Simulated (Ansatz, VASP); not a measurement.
# Two plane-wave programs on Al

Contents of INCAR:

```
SYSTEM = Al
PREC     = Accurate       ! precision mode
ENCUT    = 520            ! plane-wave cutoff, eV
EDIFF    = 1E-7           ! SCF threshold, eV
ISMEAR   = -1             ! smearing method
SIGMA    = 0.05           ! smearing width, eV
LREAL    = .FALSE.        ! projectors in reciprocal space
LASPH    = .TRUE.         ! aspherical terms in the spheres
NELM     = 80             ! most SCF steps
ALGO     = Fast           ! electronic algorithm
ISIF     = 2              ! what is computed and relaxed
LWAVE    = .FALSE.        ! write WAVECAR
LCHARG   = .TRUE.         ! write CHGCAR
GGA      = PE             ! functional
LELF     = .TRUE.         ! ELF
LVHAR    = .TRUE.       
NBANDS   = 10             ! bands
```

Contents of KPOINTS:

```
Automatic mesh
0
G
  6 6 8
  0 0 0
```

POSCAR

```
Al
1.0
    4.5467300000      0.0909346000      0.0000000000
   -2.1946184000      3.8921126000      0.0000000000
    0.0000000000      0.0000000000      2.7539300000
Al
2
Direct
    0.3333300000      0.6666700000      0.5000000000
    0.6666700000      0.3333300000      0.5000000000
```

input.yaml

```yaml
crystal:
  lattice:
    - [4.54673, 0.0909346, 0.0]
    - [-2.1946184, 3.8921126, 0.0]
    - [0.0, 0.0, 2.75393]
  atoms:
    - { symbol: Al, position: [0.33333, 0.66667, 0.5] }
    - { symbol: Al, position: [0.66667, 0.33333, 0.5] }
hamiltonian:
  xc: pbe
  pseudopotentials: { kind: paw }
kpoints:
  mp_grid: { grid: [6, 6, 8] }
  band_path:
    path:
      - [[0.0, 0.0, 0.0], [0.5, 0.0, 0.0], [0.6661332696, -0.3446271153, 0.0], [0.5, -0.5, 0.0], [0.5, -0.5, 0.5], [0.3338667304, -0.6553728847, 0.5], [0.0, -0.5, 0.5], [0.0, -0.5, 0.0], [0.3338667304, -0.6553728847, 0.0]]
      - [[0.6661332696, -0.3446271153, 0.5], [0.5, 0.0, 0.5], [0.0, 0.0, 0.5]]
      - [[0.5, 0.0, 0.0], [0.5, 0.0, 0.5]]
    npoints: 14
scf:
  occupations: { method: fermi_dirac, width: 0.05 }
  n_extra_bands: 6
output:
  forces: true
  stress: true
  eigenvalues: true
  fatbands: false
```

The cell was built by a generator and needn't be a form met in nature.

Alike in both runs: functional PBE; k mesh 6 × 6 × 8; occupations fermi-dirac, width 0.05 eV; no spin polarisation.

|  | VASP | Ansatz |
| --- | --- | --- |
| version | VASP 6.6.1 | Ansatz 0.2.0 |
| potentials or method | VASP PAW PBE potentials, release 64 (Al) | Ansatz PAW |
| plane-wave cutoff (eV) | 520 | 420 |
| valence electrons in the cell | 6 | 6 |
| task | single point | band structure |

VASP gave:

```
gap on the k mesh at the Fermi level (eV)       : none
pressure (GPa)                                  : 0.1
largest component of the traceless stress (GPa) : 1.48
rms of the force components (eV/Å)              : 0.144
```

Question: What did Ansatz give for the same quantities?

Answer: gap on the k mesh at the Fermi level (eV): none; pressure (GPa): 0.1; largest component of the traceless stress (GPa): 1.47; rms of the force components (eV/Å): 0.144.

Atom by atom the forces differ by 0.000 eV/Å (rms over components). A gap of «none» marks a metal or a gap that the smearing closes.
